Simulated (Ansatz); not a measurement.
## WC, one cell by several methods

```
CELL_PARAMETERS angstrom
2.90050 0.00000 0.00000
-1.45025 2.51191 0.00000
0.00000 0.00000 2.82900
ATOMIC_POSITIONS crystal
W 0.00000 0.00000 0.00000
C 0.66667 0.33333 0.50000
```

Atoms are numbered in the order listed.

The cell comes from COD entry 2102244, which wasn't checked; take it as a given geometry.

Spin–orbit coupling is left out, though it moves levels of the heavy atoms by tenths of an eV or more.

All numbers are computed: DFT, PBE, PAW with Ansatz's default frozen-core files, scalar-relativistic (Ansatz 0.2.0); DFT, PBE, all-electron LAPW, scalar-relativistic (Ansatz 0.2.0).

For PAW: a Γ-centred 13×13×12 k mesh, Fermi–Dirac smearing of 0.05 eV, cutoff 420 eV, no spin polarisation. LAPW targets a basis error of 1 meV/atom. The Ansatz runs share mesh, smearing and spin set-up. Plane-wave (PAW) pressures include the program's estimate of the Pulay term.

Stress and pressure are positive in compression.

Levels count from the Fermi level.

PAW results:

```
                      quantity     PAW
                pressure (GPa)    8.39
               stress xx (GPa)    8.34
               stress zz (GPa)    8.47
highest filled level at A (eV)  -0.608
  lowest empty level at A (eV)   3.686
highest filled level at K (eV)  -3.491
  lowest empty level at K (eV)   0.613
highest filled level at L (eV)  -4.210
  lowest empty level at L (eV)   0.293
```

Q: What does all-electron LAPW give for the same quantities?

A: 
```csv
quantity,LAPW
pressure (GPa),8.47
stress xx (GPa),8.43
stress zz (GPa),8.56
highest filled level at A (eV),-0.609
lowest empty level at A (eV),3.687
highest filled level at K (eV),-3.487
lowest empty level at K (eV),0.612
highest filled level at L (eV),-4.207
lowest empty level at L (eV),0.292
```
